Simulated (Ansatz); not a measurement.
An Ansatz input:

```yaml
crystal:
  lattice:
    - [7.9832360386, 1.0e-10, 0.0]
    - [-3.9916180194, 6.9136852138, 0.0]
    - [0.0, 0.0, 1.2877333603]
  atoms:
    - { symbol: C, position: [0.0, 0.0, 0.0] }
    - { symbol: C, position: [0.3333333333, 0.6666666667, 0.5] }
    - { symbol: C, position: [0.6666666667, 0.3333333333, 0.5] }
hamiltonian:
  xc: revpbe
  pseudopotentials:
    kind: paw
    azcp:
      C: "pseudopotentials/C.paw.azcp"
basis:
  ecutwfc: 420
  fft_grid_basis: typed
kpoints:
  mp_grid: { grid: [6, 6, 32], shift: [0, 0, 0] }
magnetization:
  spin_polarized: false
scf:
  occupations: { method: fermi_dirac, width: 0.1 }
```

and its output:

```
Engine: ansatz 0.2.0, x86_64-unknown-linux-gnu
Pseudopotentials: kind: paw
Pseudopotential: C, paw, valence charge 4, recommended cutoff 420 eV (normal) 
Functional definition: revPBE
  parameter kappa = 1.245
  parameter beta = 0.06672455060314922
  exchange = pbe_x(kappa = kappa, mu = beta*pi^2/3)
  correlation = pbe_c(beta = beta)
Crystal: 3 atoms, lattice volume = 71.075 Å³
Basis set: ecut = 420 eV, 1379 PW (Γ)
Bands: 10, of which v1, the nominal top of the filled ones, is band 6 counted from 1 (5 counted from 0)
Symmetry: 24 space group operations
Space group: P6/mmm (ITA 191), of the structure as read, at distance tolerance 4.1e-5 Å
k-points: 119 of 1152
Non-local potential: C, projectors of the file, l = 0: 2, l = 1: 2, l = 2: 1
PAW form: soft (Blöchl's): semilocal exchange-correlation on the pseudo side does not see the compensation charge
PAW frozen core: C, regenerated for the run's functional, and the local potential with it (the file was generated under x = pbe(κ = 0.804, μ = 0.2195149727645171), c = pbe(β = 0.06672455060314922))
PAW one-centre angular grid: C, 110 points (default); XC on 64 Gauss nodes
Initial density: superposition of atomic densities (neutral atoms: chi_scale 0, normalization atom), corrected by the library's trained network
Initial wavefunctions: pseudopotential atomic-orbital guess
Functional: x = revpbe(κ = 1.245, μ = 0.2195149727645171), c = pbe(β = 0.06672455060314922)
SCF iter   1: F=—  HF=-752.949118 eV  |F-HF|=—  |Δ(HF+E_count)|=         —  Δρ=4.48e-3  dr2=4.20e-3  ethr=1.77e-3  ⟨swp⟩=4.8  Hψ=7554  notcnv=0
SCF iter   2: F=—  HF=-752.957555 eV  |F-HF|=—  |Δ(HF+E_count)|=   8.44e-3  Δρ=5.88e-4  dr2=3.14e-4  ethr=3.50e-5  ⟨swp⟩=2.3  Hψ=3043  notcnv=0  defer=26
SCF iter   3: F=—  HF=-752.957710 eV  |F-HF|=—  |Δ(HF+E_count)|=   1.55e-4  Δρ=1.85e-4  dr2=2.19e-5  ethr=2.62e-6  ⟨swp⟩=2.5  Hψ=2005  notcnv=0  defer=28
SCF iter   4: F=—  HF=-752.957721 eV  |F-HF|=—  |Δ(HF+E_count)|=   1.10e-5  Δρ=5.04e-5  dr2=2.33e-6  ethr=1.83e-7  ⟨swp⟩=2.1  Hψ=1744  notcnv=0  defer=28
iter 5 did not close the SCF: its close was put off for the readings that it lacked (scf_convergence_deferred on its scf_iter line)
SCF iter   5: F=-752.957721 eV  HF=-752.957721 eV  |F-HF|=9.51e-9  |Δ(HF+E_count)|=   4.64e-8  Δρ=6.54e-6  dr2=3.65e-8  ethr=1.94e-8  ⟨swp⟩=2.4  Hψ=1889  notcnv=0  defer=28
SCF iter   6: F=-752.957721 eV  HF=-752.957721 eV  |F-HF|=5.84e-11  |Δ(HF+E_count)|=  6.04e-10  Δρ=5.55e-7  dr2=1.82e-10  ethr=3.04e-10  ⟨swp⟩=1.0  Hψ=3483  notcnv=0
SCF 1 converged in 6 iterations: F = -752.957721 eV  dr2 = 1.82e-10
SCF converged after 6 iterations
Free energy (F): -752.957721 eV
Harris-Foulkes:  -752.957721 eV  (|F-HF|=5.84e-11)
Internal energy: -752.911055 eV  (E = F + TS)
E sigma→0 (E₀):  -752.934388 eV
Entropy (-TS):   -0.046666 eV (-15.555 meV/atom)
Fermi energy:    -0.861010 eV
--- Per-component energies (eV) ---
  E_band       = -109.284384
  E_kinetic    = 264.524637
  E_local      = -802.265691  (includes V_loc(G=0)·N_el)
  E_nonlocal   = 81.966803
  E_hartree    = 269.390357
  E_xc         = -140.415238
  E_vxc        = -172.761924  (∫ρ·V_xc dr)
  E_paw        = -300.577990  (= ΣΔE_a)
  E_vpaw       = -19.529158  (= ΣTr[D̂ρ^β])
  E_aug_tail   = 0.000023  (compensation charges beyond the density's cutoff)
  E_ewald      = -125.498953
  E_core_change = -0.035002  (= ΣΔE_core)
  E_smearing   = -0.046666  (= −TS)
  E_closure    = 0.000000  (closes the sum)
  Σ components = -752.957721   (vs F -752.957721, Δ=0.00e0)
```
